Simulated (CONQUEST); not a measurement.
## Hf under changes of volume

One of the cells (22.380 Å³/atom); the others are scaled copies at fixed shape and fractional positions:

```
Hf
1.0
     3.19670    0.00000    0.00000
     0.00000    5.05780    0.00000
     0.00000    0.00000    5.53685
Hf
4
Direct
  0.00000 0.75000 0.33333
  0.50000 0.75000 0.83333
  0.00000 0.25000 0.66667
  0.50000 0.25000 0.16667
```

```yaml
Program: CONQUEST 1.3
Functional: PBE
Potentials_or_basis: PseudoDojo NC PBE, DZP, grid of 32 × 48 × 60 points
k_mesh: 6 × 4 × 4
Occupations: fermi-dirac, width 0.05 eV
Spin: no spin polarisation
```

```csv
volume (Å³/atom),energy over the lowest point (meV/atom),pressure (GPa),largest force (eV/Å)
21.037,40.78,9.0,0.001
21.485,19.71,6.1,0.004
21.933,6.33,3.5,0.001
22.380,0.00,1.0,0.007
22.828,0.36,-1.2,0.013
23.276,?,?,?
23.723,17.25,-4.9,0.019
```

Problem. What does the run at 23.276 Å³/atom give?

Solution. Energy over the lowest point 6.18 meV/atom; pressure -2.9 GPa; largest force 0.012 eV/Å.

Worked out: A Birch-Murnaghan fit of order 3 (a polynomial in V^(-2/3)) to the other rows has its minimum at 22.59 Å³/atom with B0 = V·E''(V) = 110 GPa and B' = 4.2 at fixed shape and positions, which overstates the stiffness. It gives 6.18 meV/atom at 23.276 Å³/atom, against the run's 6.18, and -dE/dV = -3.1 GPa, against -2.9.

Energies are extrapolated to zero smearing.

Caveats: the basis of atomic orbitals isn't converged, which shifts pressures, moduli and gaps.
